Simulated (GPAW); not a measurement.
Here is a GPAW 26.7.0 calculation.

Contents of run.py:

```python
import numpy as np
import spglib
from ase import Atoms
from ase.dft.bandgap import bandgap
from ase.io import read, write
from ase.units import GPa
from gpaw import GPAW, PW
from gpaw.spinorbit import soc_eigenstates

atoms = read('InP.cif')
cell, positions, numbers = spglib.find_primitive(
    (atoms.cell[:], atoms.get_scaled_positions(), atoms.numbers), symprec=1e-4)
atoms = Atoms(numbers, cell=cell, scaled_positions=positions, pbc=True)

calc = GPAW(mode=PW(600),
            xc='MGGA_X_REVTPSS+MGGA_C_REVTPSS',
            kpts={'size': (6, 6, 6), 'gamma': True},
            occupations={'name': 'fermi-dirac', 'width': 0.05},
            nbands=18,
            convergence={'density': 1e-05, 'energy': 1e-05},
            eigensolver='davidson',
            maxiter=150,
            txt='gpaw.txt')
atoms.calc = calc
energy = atoms.get_potential_energy()
forces = atoms.get_forces()
stress = atoms.get_stress()
calc.write('gs.gpw')
write('result.traj', atoms)
print(f'Energy: {energy:.6f} eV')
print('Forces (eV/A):')
print(forces.round(4))
print('Stress (GPa):', (stress / GPa).round(3))
print('Fermi level:', round(calc.get_fermi_level(), 4), 'eV')
print(f'Gap: {bandgap(calc)[0]:.4f} eV, direct: {bandgap(calc, direct=True)[0]:.4f} eV')

path = atoms.cell.bandpath('GXWKGLUWLK,UX', npoints=60, eps=1e-4)
bs_calc = calc.fixed_density(kpts=path, symmetry='off', nbands=30,
                             convergence={'bands': 'CBM+6.0', 'eigenstates': 1e-6}, txt='bands.txt')
bs = bs_calc.band_structure()
bs.write('bs.json')
print(f'Gap on the path: {bandgap(bs_calc)[0]:.4f} eV')

soc = soc_eigenstates(bs_calc, theta=90, phi=45, ignore_xc_potential=True)
np.savetxt('soc_bands.dat', soc.eigenvalues(), fmt='%.4f')
mesh = soc_eigenstates('gs.gpw', theta=90, phi=45, ignore_xc_potential=True)
np.savetxt('soc_mesh.dat', mesh.eigenvalues(), fmt='%.4f')
print('Fermi level with spin-orbit coupling:', round(mesh.fermi_level, 4), 'eV')
```

InP.cif

```cif
data_InP
_cell_length_a 5.86100000
_cell_length_b 5.86100000
_cell_length_c 5.86100000
_cell_angle_alpha 90.00000000
_cell_angle_beta 90.00000000
_cell_angle_gamma 90.00000000
_space_group_name_H-M_alt 'F-43m'
_space_group_name_Hall 'F -4 2 3'
_space_group_IT_number 216
loop_
_space_group_symop_operation_xyz
'x,y,z'
'y,-x,-z'
'-x,-y,z'
'-y,x,-z'
'x,-y,-z'
'y,x,z'
'-x,y,-z'
'-y,-x,z'
'z,x,y'
'-z,y,-x'
'z,-x,-y'
'-z,-y,x'
'-z,x,-y'
'z,y,x'
'-z,-x,y'
'z,-y,-x'
'y,z,x'
'-x,-z,y'
'-y,z,-x'
'x,-z,-y'
'-y,-z,x'
'x,z,y'
'y,-z,-x'
'-x,z,-y'
'x,y+1/2,z+1/2'
'y,-x+1/2,-z+1/2'
'-x,-y+1/2,z+1/2'
'-y,x+1/2,-z+1/2'
'x,-y+1/2,-z+1/2'
'y,x+1/2,z+1/2'
'-x,y+1/2,-z+1/2'
'-y,-x+1/2,z+1/2'
'z,x+1/2,y+1/2'
'-z,y+1/2,-x+1/2'
'z,-x+1/2,-y+1/2'
'-z,-y+1/2,x+1/2'
'-z,x+1/2,-y+1/2'
'z,y+1/2,x+1/2'
'-z,-x+1/2,y+1/2'
'z,-y+1/2,-x+1/2'
'y,z+1/2,x+1/2'
'-x,-z+1/2,y+1/2'
'-y,z+1/2,-x+1/2'
'x,-z+1/2,-y+1/2'
'-y,-z+1/2,x+1/2'
'x,z+1/2,y+1/2'
'y,-z+1/2,-x+1/2'
'-x,z+1/2,-y+1/2'
'x+1/2,y,z+1/2'
'y+1/2,-x,-z+1/2'
'-x+1/2,-y,z+1/2'
'-y+1/2,x,-z+1/2'
'x+1/2,-y,-z+1/2'
'y+1/2,x,z+1/2'
'-x+1/2,y,-z+1/2'
'-y+1/2,-x,z+1/2'
'z+1/2,x,y+1/2'
'-z+1/2,y,-x+1/2'
'z+1/2,-x,-y+1/2'
'-z+1/2,-y,x+1/2'
'-z+1/2,x,-y+1/2'
'z+1/2,y,x+1/2'
'-z+1/2,-x,y+1/2'
'z+1/2,-y,-x+1/2'
'y+1/2,z,x+1/2'
'-x+1/2,-z,y+1/2'
'-y+1/2,z,-x+1/2'
'x+1/2,-z,-y+1/2'
'-y+1/2,-z,x+1/2'
'x+1/2,z,y+1/2'
'y+1/2,-z,-x+1/2'
'-x+1/2,z,-y+1/2'
'x+1/2,y+1/2,z'
'y+1/2,-x+1/2,-z'
'-x+1/2,-y+1/2,z'
'-y+1/2,x+1/2,-z'
'x+1/2,-y+1/2,-z'
'y+1/2,x+1/2,z'
'-x+1/2,y+1/2,-z'
'-y+1/2,-x+1/2,z'
'z+1/2,x+1/2,y'
'-z+1/2,y+1/2,-x'
'z+1/2,-x+1/2,-y'
'-z+1/2,-y+1/2,x'
'-z+1/2,x+1/2,-y'
'z+1/2,y+1/2,x'
'-z+1/2,-x+1/2,y'
'z+1/2,-y+1/2,-x'
'y+1/2,z+1/2,x'
'-x+1/2,-z+1/2,y'
'-y+1/2,z+1/2,-x'
'x+1/2,-z+1/2,-y'
'-y+1/2,-z+1/2,x'
'x+1/2,z+1/2,y'
'y+1/2,-z+1/2,-x'
'-x+1/2,z+1/2,-y'
loop_
_atom_site_label
_atom_site_type_symbol
_atom_site_symmetry_multiplicity
_atom_site_Wyckoff_symbol
_atom_site_fract_x
_atom_site_fract_y
_atom_site_fract_z
_atom_site_occupancy
In1 In 4 a 0.0000000000 0.0000000000 0.0000000000 1
P1 P 4 c 0.2500000000 0.2500000000 0.2500000000 1
```

Potentials or basis: GPAW PAW data sets (gpaw-data 1.2.1), pw.

Launch:

```console
$ OMP_NUM_THREADS=1 python run.py
```

Problem. What does it give for the pressure?

Solution. 1.7 GPa.

Problem. Estimate the band gap on the k mesh.

Solution. 0.79 eV, direct.

Problem. Predict the band gap along the path.

Solution. 0.79 eV, direct.

Levels at the corners of the path, in eV from the valence-band top:
| point | band 16 | band 17 | band 18 | band 19 | band 20 | band 21 |
| --- | --- | --- | --- | --- | --- | --- |
| Γ | 0.00 | 0.00 | 0.00 | 0.79 | 0.79 | 3.83 |
| X | -2.47 | -2.36 | -2.36 | 1.66 | 1.66 | 2.29 |
| W | -3.07 | -3.02 | -2.97 | 4.22 | 4.22 | 4.49 |
| K | -3.39 | -2.03 | -2.02 | 2.32 | 2.33 | 4.41 |
| Γ | 0.00 | 0.00 | 0.00 | 0.79 | 0.79 | 3.83 |
| L | -1.08 | -0.97 | -0.97 | 1.56 | 1.56 | 4.76 |
| U | -3.39 | -2.03 | -2.02 | 2.32 | 2.33 | 4.41 |
| W | -3.07 | -3.02 | -2.97 | 4.22 | 4.22 | 4.49 |
| L | -1.08 | -0.97 | -0.97 | 1.56 | 1.56 | 4.76 |
| K | -3.39 | -2.03 | -2.02 | 2.32 | 2.33 | 4.41 |
| U | -3.39 | -2.03 | -2.02 | 2.32 | 2.33 | 4.41 |
| X | -2.47 | -2.36 | -2.36 | 1.66 | 1.66 | 2.29 |

Caveat: spin-orbit coupling was added after a scalar SCF, so levels and gaps hold it while energy, forces, pressure and moments don't; this program's spin-orbit splittings come out too wide for heavy elements; the PAW data sets were made with another functional, which shifts forces and pressure a little.

**What was measured.**

A printed reference work, data compilation reports, for a bulk crystal of InP at 1.6 K: band gap 1.4236 eV (direct).

Measured gap of InP: 1.4236 eV (direct; 1.6 K; a printed reference work, data compilation). This calculation gives 0.79 eV (-0.64 eV). The value is that of revTPSS, without temperature or zero-point motion.
